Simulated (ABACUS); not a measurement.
ZnSe (Stilleite):

```
CELL_PARAMETERS angstrom
0.00000 2.83380 2.83380
2.83380 0.00000 2.83380
2.83380 2.83380 0.00000
ATOMIC_POSITIONS crystal
Se 0.25000 0.25000 0.25000
Zn 0.00000 0.00000 0.00000
```

- Program: ABACUS 3.10.1
- Task: relaxation of cell and atoms
- Functional: rPW86PBE
- Potentials or basis: Ansatz NC PBE
- Cutoff: 1184 eV
- Density cutoff: 4735 eV
- Basis: plane waves
- k mesh: 6 × 6 × 6
- Occupations: fermi-dirac, width 0.05 eV
- Spin: no spin polarisation

At the start: pressure 4.3 GPa; volume 22.76 Å³/atom.

Task: How do energy, volume and symmetry change on relaxing?

Result: Over 4 steps the energy falls by 21.5 meV/atom and the volume is 24.41 Å³/atom (+7.3 %); space group F-43m (No. 216, to 0.05 Å).

Step by step:
| step | energy change (eV) | largest force (eV/Å) | pressure (GPa) | volume (Å³) |
| --- | --- | --- | --- | --- |
| 1 | 0.0000 | 0.0000 | 4.33 | 45.51 |
| 2 | -0.0148 | 0.0000 | 3.41 | 46.12 |
| 3 | -0.0428 | 0.0000 | 0.25 | 48.60 |
| 4 | -0.0430 | 0.0000 | 0.02 | 48.82 |

Final structure:
```cif
data_structure
_symmetry_space_group_name_H-M 'P 1'
_symmetry_Int_Tables_number 1
_cell_length_a 4.1024
_cell_length_b 4.1024
_cell_length_c 4.1024
_cell_angle_alpha 60.000
_cell_angle_beta 60.000
_cell_angle_gamma 60.000
_cell_volume 48.82
loop_
_atom_site_label
_atom_site_type_symbol
_atom_site_fract_x
_atom_site_fract_y
_atom_site_fract_z
_atom_site_occupancy
Se1 Se 0.25000 0.25000 0.25000 1
Zn1 Zn 0.00000 0.00000 0.00000 1
```

Caveat: the potentials were made for another functional, which shifts forces and pressure.
